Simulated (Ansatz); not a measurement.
## AlRu under changes of volume

One of the cells (13.387 Å³/atom); the others are scaled copies at fixed shape and fractional positions:

```
Ru Al
1.0
     2.99160    0.00000    0.00000
     0.00000    2.99160    0.00000
     0.00000    0.00000    2.99160
Ru Al
1 1
Cartesian
  1.4958 1.4958 1.4958
  0.0000 0.0000 0.0000
```

```yaml
Program: Ansatz 0.2.0
Functional: PBE
Potentials_or_basis: Ansatz PAW
Cutoff: "420 eV (not typed: the program's choice for these potentials)"
k_mesh: 9 × 9 × 9
Occupations: fermi-dirac, width 0.05 eV
Spin: no spin polarisation
```

```tsv
volume (Å³/atom)	energy over the lowest point (meV/atom)	pressure (GPa)
12.584	49.21	17.8
12.851	24.42	12.1
13.119	8.54	7.1
13.387	0.67	2.5
13.655	0.00	-1.5
13.922	5.80	-5.2
14.190	?	?
```

Q: What does the run at 14.190 Å³/atom give?

A: Energy over the lowest point 17.41 meV/atom; pressure -8.5 GPa.

Worked out: A Birch-Murnaghan fit of order 3 (a polynomial in V^(-2/3)) to the other rows has its minimum at 13.55 Å³/atom with B0 = V·E''(V) = 204 GPa and B' = 4.5. It gives 17.39 meV/atom at 14.190 Å³/atom, against the run's 17.41, and -dE/dV = -8.5 GPa, against -8.5.

Energies are extrapolated to zero smearing.
